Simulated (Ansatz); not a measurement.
# Pd (P6_3/mmc) in Ansatz: a series of runs

One crystal, Pd, is run at these levels: PBEsol; tasks: band structure.

All numbers are computed with Ansatz 0.2.0; they aren't measurements. Logs are shortened: lines on timing, memory, paths and dates and some standing lists are left out, and cuts for length are marked.

## 1. Starting point

Symmetry: P6_3/mmc, No. 194, hexagonal system. The conventional cell has a = 2.784 Å, b = 2.784 Å, c = 4.629 Å, α = 90.00°, β = 90.00°, γ = 120.00°. Around Pd (site symmetry -6m2) lie 12 Pd at 2.78 to 2.82 Å.

This isn't the form of Pd at room conditions, which is fcc.

## 2. Band structure, PBEsol

Contents of input.yaml:

```yaml
crystal:
  lattice:
    - [2.7836650458, 0.0, 0.0]
    - [-1.3918325229, 2.4107246453, 0.0]
    - [0.0, 0.0, 4.628893]
  atoms:
    - { symbol: Pd, position: [0.3333333333, 0.6666666667, 0.25] }
    - { symbol: Pd, position: [0.6666666667, 0.3333333333, 0.75] }
kpoints:
  mp_grid: { grid: [11, 11, 6] }
  band_path:
    path:
      - [0.0, 0.0, 0.0]
      - [0.5, 0.0, 0.0]
      - [0.3333333333, 0.3333333333, 0.0]
      - [0.0, 0.0, 0.0]
      - [0.0, 0.0, 0.5]
      - [0.5, 0.0, 0.5]
      - [0.3333333333, 0.3333333333, 0.5]
      - [0.0, 0.0, 0.5]
    npoints: 8
scf:
  occupations: { method: fermi_dirac, width: 0.05 }
hamiltonian:
  xc: pbesol
  pseudopotentials: { kind: all_electron, lapw: { basis_error: 0.001 } }
output:
  forces: true
  stress: true
  eigenvalues: true
```

Potentials or basis: all-electron LAPW, scalar-relativistic.

The run is started by

```
$ ansatz run input.yaml --threads 1 --pin off --max-ram 3072MiB --backend cpu --events-out ev --progress --plain --runs-dir out
```

Standard output:

```text
Warning: RAYON_NUM_THREADS=1 ignored (pool sized by the plan → 1); use --threads N
LAPW: plane waves up to 8.258 Å⁻¹, error target 1.0e-3 eV per atom; small_component_spin mean_spin; Pd in spheres of 1.392 Å, 28 of its electrons in bands, Dirac shells [] (how accurate: hamiltonian.pseudopotentials.lapw.basis_error, Limitations)
Engine: ansatz 0.2.0, x86_64-unknown-linux-gnu
Pseudopotentials: kind: all_electron
Pseudopotential: Pd, LAPW, valence charge 28, lapw/all_electron/scalar/gaussian/Pd, Koelling and Harmon's equation, gaussian nucleus
Functional definition: PBEsol
  exchange = pbesol_x
  correlation = pbesol_c
Crystal: 2 atoms, lattice volume = 31.063 Å³
Basis set: ecut = 259.83522546725584 eV, 301 PW (Γ), exchange–correlation at level 2
Bands: 34, of which v1, the nominal top of the filled ones, is band 28 counted from 1 (27 counted from 0)
Symmetry: 24 space group operations
Space group: P63/mmc (ITA 194), of the structure as read, at distance tolerance 3.1e-5 Å
k-points: 64 of 726
Non-local potential: Pd, projectors of the file, none
Initial density: superposition of atomic densities (chi_scale 0.1, normalization cell)
Initial wavefunctions: plane waves of lowest kinetic energy (no species holds an atomic orbital)
Functional: x = pbesol(κ = 0.804, μ = 0.12345679012345678), c = pbesol(β = 0.046)
iter 1 solved again at ethr=9.04e-4 eV; its pass at ethr=1.00e-1 eV (dr2=5.06e-1 eV) is discarded
SCF iter   1: F=—  HF=-274483.044109 eV  |F-HF|=—  |Δ(HF+E_count)|=         —  Δρ=5.30e-2  dr2=5.08e-1  ethr=9.04e-4  ⟨swp⟩=2.3  Hψ=13666  notcnv=0
preconditioner: auto → LDOS  [metal: Δε(μ)=0.012 eV  Ē_g=11.017 eV  σ=0.050 eV  W_gap=0.06  n_scr=22 (ndim 8)  ℏωp=29.8 eV  f_vac=0.015  D(μ)=5.93/eV (n_scr^D=110)  β→1.0]
iter 2 solved again at ethr=6.86e-5 eV; its pass at ethr=9.04e-4 eV (dr2=3.84e-2 eV) is discarded
SCF iter   2: F=—  HF=-274483.733048 eV  |F-HF|=—  |Δ(HF+E_count)|=   6.89e-1  Δρ=1.78e-2  dr2=3.84e-2  ethr=6.86e-5  ⟨swp⟩=2.0  Hψ=11252  notcnv=0
preconditioner: auto → Kerker (q_TF=auto, 3.010 Å⁻¹)  [metal: Δε(μ)=0.011 eV  Ē_g=12.585 eV  σ=0.050 eV  W_gap=0.06  n_scr=22 (ndim 8)  ℏωp=29.8 eV  f_vac=0.000  D(μ)=5.68/eV (n_scr^D=98)  β→0.5]
SCF iter   3: F=—  HF=-274480.852108 eV  |F-HF|=—  |Δ(HF+E_count)|=    2.88e0  Δρ=1.42e-2  dr2=4.10e-2  ethr=6.86e-5  ⟨swp⟩=3.0  Hψ=7510  notcnv=0
SCF iter   4: F=—  HF=-274480.853645 eV  |F-HF|=—  |Δ(HF+E_count)|=         —  Δρ=6.08e-3  dr2=1.14e-2  ethr=6.86e-5  ⟨swp⟩=2.0  Hψ=5973  notcnv=0
the basis was enlarged: its passes take 91.6 KiB over the memory plan, 1 of 1 planned eigensolver slots
SCF iter   5: F=—  HF=-274480.856627 eV  |F-HF|=—  |Δ(HF+E_count)|=   2.98e-3  Δρ=1.62e-3  dr2=7.81e-4  ethr=2.03e-5  ⟨swp⟩=2.0  Hψ=6268  notcnv=0
SCF iter   6: F=—  HF=-274480.856638 eV  |F-HF|=—  |Δ(HF+E_count)|=   1.16e-5  Δρ=4.02e-4  dr2=2.94e-5  ethr=1.40e-6  ⟨swp⟩=2.0  Hψ=6290  notcnv=0
SCF iter   7: F=—  HF=-274480.856628 eV  |F-HF|=—  |Δ(HF+E_count)|=   1.06e-5  Δρ=1.42e-4  dr2=4.03e-6  ethr=5.25e-8  ⟨swp⟩=2.0  Hψ=6290  notcnv=0
SCF iter   8: F=—  HF=-274480.856625 eV  |F-HF|=—  |Δ(HF+E_count)|=   2.98e-6  Δρ=4.61e-5  dr2=4.48e-7  ethr=7.20e-9  ⟨swp⟩=2.0  Hψ=6290  notcnv=0
SCF iter   9: F=-274480.856625 eV  HF=-274480.856625 eV  |F-HF|=1.05e-9  |Δ(HF+E_count)|=   9.09e-8  Δρ=7.29e-6  dr2=1.28e-8  ethr=8.01e-10  ⟨swp⟩=2.0  Hψ=6290  notcnv=0
SCF 1 converged in 9 iterations: F = -274480.856625 eV  dr2 = 1.28e-8
NSCF: frozen V_eff on 57 k-points
SCF converged after 9 iterations
Free energy (F): -274480.856625 eV
Harris-Foulkes:  -274480.856625 eV  (|F-HF|=1.05e-9)
Internal energy: -274480.808544 eV  (E = F + TS)
E sigma→0 (E₀):  -274480.832584 eV
Entropy (-TS):   -0.048081 eV (-24.041 meV/atom)
Fermi energy:    19.923665 eV
--- Per-component energies (eV) ---
  E_band       = -6348.667387
  E_kinetic    = 286425.635584
  E_xc         = -7709.686213
  E_electrostatic = -553196.757915  (all electrons and nuclei)
  E_smearing   = -0.048081  (= −TS)
  E_closure    = 0.000000  (closes the sum)
  E_atoms      = -274472.095641  (free atoms, spherical and without spin; not in F)
  Σ components = -274480.856625   (vs F -274480.856625, Δ=0.00e0)
  Basis errors (estimates in eV, not in F): energy 2.4e-4 per atom: plane waves 2.0e-4 (9.9e-5 summed), levels above the bands 1.3e-117, relativity 2.6e-8, radial functions 4.7e-5, core shells 3.8e-8; eigenvalues (radial functions only) 5.2e-6; not estimated: angular momenta, meshes, grids; target (lapw.basis_error) 1.0e-3; muffin-tin radii Pd 1.392 Å
--- Forces (eV/Å), atoms counted from 1 ---
  atom   1  Pd    -0.00000000     0.00000000     0.00000000
  atom   2  Pd     0.00000000    -0.00000000     0.00000000
  max |Σ_I F_I| component: 0.00e0 eV/Å
--- Stress (GPa, compression-positive) ---
      -10.578108      -0.000000       0.000000
       -0.000000     -10.578108       0.000000
        0.000000       0.000000     -10.017674
  P = ⅓ Tr σ = -10.3913 GPa (-103.913 kbar)
--- Band table (eV; the first three rows and the last of 64) ---
  k-point 0: bands = ["-304.3473", "-304.3473", "-304.3473", "-304.3473", "-304.3197", "-304.3197", "-304.3112", "-304.3112", "-304.3112", "-304.3112", "-63.9825", "-63.9429", "-29.8330", "-29.5990", "-29.5990", "-29.5543", "-29.5543", "-29.5071", "13.0510", "14.9357", "17.1821", "17.3717", "17.3717", "17.7015", "17.7015", "18.3540", "18.3540", "19.6950", "19.6950", "20.7886", "26.5025", "36.7694", "38.3159", "39.0836"]
  k-point 1: bands = ["-304.3473", "-304.3473", "-304.3473", "-304.3473", "-304.3197", "-304.3197", "-304.3112", "-304.3112", "-304.3112", "-304.3112", "-63.9799", "-63.9455", "-29.8115", "-29.5960", "-29.5960", "-29.5573", "-29.5573", "-29.5293", "13.2832", "14.9690", "17.1215", "17.3212", "17.3212", "17.6308", "17.6308", "18.5226", "18.5226", "19.6638", "19.6638", "19.8196", "27.8397", "36.3637", "38.5096", "38.5913"]
  k-point 2: bands = ["-304.3473", "-304.3473", "-304.3473", "-304.3473", "-304.3197", "-304.3197", "-304.3112", "-304.3112", "-304.3112", "-304.3112", "-63.9727", "-63.9528", "-29.7526", "-29.5896", "-29.5878", "-29.5878", "-29.5655", "-29.5655", "13.9157", "14.9805", "17.0225", "17.2765", "17.2765", "17.4728", "17.4728", "18.2310", "18.8874", "18.8874", "19.5331", "19.5331", "30.5622", "35.5900", "37.7293", "37.7699"]
  k-point 63: bands = ["-304.3473", "-304.3473", "-304.3473", "-304.3473", "-304.3197", "-304.3197", "-304.3112", "-304.3112", "-304.3112", "-304.3112", "-63.9279", "-63.9279", "-29.8279", "-29.8279", "-29.7557", "-29.7557", "-29.5871", "-29.5871", "15.9797", "15.9797", "16.5773", "16.5773", "17.3167", "17.3167", "18.3114", "18.3114", "19.7719", "19.7719", "25.9767", "25.9767", "28.2479", "28.2479", "29.7635", "29.7635"]
```

Wall time 55 s (1 thread of Intel Xeon at 2.50GHz (Skylake/Cascade Lake), shared host); peak memory 0.4 GiB.

What came out:

| Property | Result |
| --- | --- |
| Free energy | -274480.8566 eV |
| Pressure | -10.4 GPa |
| Band gap along the path | none (metal or under the smearing width) |

Levels at the corners of the path, in eV from the Fermi level:
| point | band 25 | band 26 | band 27 | band 28 | band 29 | band 30 | band 31 | band 32 |
| --- | --- | --- | --- | --- | --- | --- | --- | --- |
| Γ | -2.22 | -1.57 | -1.57 | -0.23 | -0.23 | 0.86 | 6.58 | 16.85 |
| M | -1.68 | 0.00 | 0.02 | 0.18 | 2.48 | 4.32 | 9.30 | 9.61 |
| K | -1.72 | -0.48 | -0.48 | -0.35 | 5.71 | 5.90 | 5.90 | 11.96 |
| Γ | -2.22 | -1.57 | -1.57 | -0.23 | -0.23 | 0.86 | 6.58 | 16.85 |
| A | -2.59 | -2.59 | -0.66 | -0.66 | -0.66 | -0.66 | 13.60 | 13.60 |
| L | -0.45 | -0.45 | 0.11 | 0.11 | 2.56 | 2.56 | 7.81 | 7.81 |
| H | -1.70 | -1.70 | -0.17 | -0.17 | 6.70 | 6.70 | 8.43 | 8.43 |
| A | -2.59 | -2.59 | -0.66 | -0.66 | -0.66 | -0.66 | 13.60 | 13.60 |

## 3. Band structure, PBEsol

input.yaml, as its differences from that of step 2:

```diff
@@ -25,3 +25,6 @@
   xc: pbesol
-  pseudopotentials: { kind: all_electron, lapw: { basis_error: 0.001 } }
+  pseudopotentials:
+    kind: all_electron
+    lapw: { basis_error: 0.001 }
+    relativity: none
 output:
```

Potentials or basis: all-electron LAPW, non-relativistic.

The run is started by

```
$ ansatz run input.yaml --threads 1 --pin off --max-ram 3072MiB --backend cpu --events-out ev --progress --plain --runs-dir out
```

Run time: 52 s. Hardware: 1 thread of Intel Xeon at 2.50GHz (Skylake/Cascade Lake), shared host; peak memory 0.4 GiB.

Results (log left out):

| Property | Result |
| --- | --- |
| Free energy | -268717.6407 eV |
| Pressure | -1.4 GPa |
| Band gap along the path | none (metal or under the smearing width) |

Stress tensor (GPa, compression positive):
```
-1.33  0.00  0.00
 0.00 -1.33  0.00
 0.00  0.00 -1.46
```

Levels at the corners of the path, in eV from the Fermi level:
```
point  band 26  band 27  band 28  band 29  band 30  band 31
    Γ    -1.57    -1.57    -0.25    -0.25     1.29     7.41
    M    -0.03     0.00     0.15     2.77     4.82     9.97
    K    -0.49    -0.49    -0.37     5.96     6.60     6.60
    Γ    -1.57    -1.57    -0.25    -0.25     1.29     7.41
    A    -2.48    -0.68    -0.68    -0.68    -0.68    14.02
    L    -0.41     0.08     0.08     2.96     2.96     8.61
    H    -1.68    -0.19    -0.19     7.04     7.04     8.66
    A    -2.48    -0.68    -0.68    -0.68    -0.68    14.02
```

Caveat: relativity is left out, which matters for the heavier elements.

## 4. Band structure, PBEsol

input.yaml, as its differences from that of step 3:

```diff
@@ -25,6 +25,3 @@
   xc: pbesol
-  pseudopotentials:
-    kind: all_electron
-    lapw: { basis_error: 0.001 }
-    relativity: none
+  pseudopotentials: { kind: all_electron, datasets: crystal }
 output:
@@ -33 +30,3 @@
   eigenvalues: true
+  elf: true
+  volumetric_format: npy
```

Potentials or basis: all-electron PAW datasets made for the crystal.

The run is started by

```
$ ansatz run input.yaml --threads 1 --pin off --max-ram 3072MiB --backend cpu --events-out ev --progress --plain --runs-dir out
```

Wall time 35 s (1 thread of Intel Xeon at 2.50GHz (Skylake/Cascade Lake), shared host); peak memory 0.46 GiB.

The run converged. Its results:

```
Free energy             : -274480.8570 eV
Pressure                : -10.4 GPa
Band gap along the path : none (metal or under the smearing width)
```

Stress tensor (GPa, compression positive):
```
-10.58   0.00   0.00
  0.00 -10.58   0.00
  0.00   0.00 -10.01
```

Levels at the corners of the path, in eV from the Fermi level:
```
point  band 6  band 7  band 8  band 9  band 10  band 11  band 12  band 13  band 14
    Γ   -2.22   -2.22   -1.57   -1.57    -0.23    -0.23     0.86     6.58    16.85
    M   -2.02   -1.68    0.00    0.02     0.18     2.48     4.32     9.30     9.61
    K   -2.70   -1.72   -0.48   -0.48    -0.35     5.71     5.90     5.90    11.96
    Γ   -2.22   -2.22   -1.57   -1.57    -0.23    -0.23     0.86     6.58    16.85
    A   -2.59   -2.59   -2.59   -0.66    -0.66    -0.66    -0.66    13.60    13.60
    L   -1.45   -0.45   -0.45    0.11     0.11     2.56     2.56     7.81     7.81
    H   -2.63   -1.70   -1.70   -0.17    -0.17     6.70     6.70     8.43     8.43
    A   -2.59   -2.59   -2.59   -0.66    -0.66    -0.66    -0.66    13.60    13.60
```

## 5. Summary

```csv
potentials or basis,basis error allowed,pressure (GPa)
"all-electron LAPW, scalar-relativistic",0.001 eV/atom,-10.4
"all-electron LAPW, non-relativistic",0.001 eV/atom,-1.4
all-electron PAW datasets made for the crystal,-,-10.4
```

Alike in all rows: task band structure; level PBEsol; no spin polarisation; cell as given; k mesh 11 × 11 × 6; cutoff (eV) 260; smearing fermi-dirac 0.05 eV.

Caveats: relativity is left out, which matters for the heavier elements (some runs).

Compare energies only between runs with the same functional and basis.
